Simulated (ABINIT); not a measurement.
Input of an ABINIT 10.8.3 (patched build) run:

File run.abi:

```
# Datasets: one volume each
ndtset 7
getwfk -1
scalecart1 3*0.9795861087
scalecart2 3*0.9864848297
scalecart3 3*0.9932883884
scalecart4 3*1.0000000000
scalecart5 3*1.0066227096
scalecart6 3*1.0131594038
scalecart7 3*1.0196128224

# Pseudopotentials
pp_dirpath "./"
pseudos "Ir.GGA_PBE-JTH.xml"

# Structure
acell 5.1193956283 5.1193956283 5.1193956283
rprim
     0.0000000000     0.7071067812     0.7071067812
     0.7071067812     0.0000000000     0.7071067812
     0.7071067812     0.7071067812     0.0000000000
ntypat 1
znucl 77
natom 1
typat 1
xred
     0.0000000000     0.0000000000     0.0000000000

# Plane-wave basis
ecut 16.0
pawecutdg 32.0

# k points
kptopt 1
ngkpt 12 12 12
nshiftk 1
shiftk 0.0 0.0 0.0

# Exchange and correlation
ixc 11

# Bands and occupations
nband 12
occopt 3
tsmear 0.00183747

# SCF cycle
nstep 100
tolvrs 1.0e-9

# Output
iomode 3
prtwf 1
prtden 0
prteig 0
prtebands 0
enunit 2
```

Potentials or basis: JTH PAW PBE v2.0.

Run with:

```console
$ abinit run.abi > log 2>&1
```

Q: What does it give for the equilibrium volume?

A: 14.47 Å³/atom.

Q: What does it give for the bulk modulus?

A: 347 GPa.

Energy against volume, from the lowest point:
```
volume (Å³/atom)  energy (meV/atom)
          13.215             143.10
          13.496              81.79
          13.778              38.91
          14.059              12.59
          14.340               0.00
          14.621               0.22
          14.902              11.66
```

Caveat: pressures at fixed basis lie under the slope of the energies; the atomic spheres overlap. PBE usually gives volumes a little too large and moduli too small.
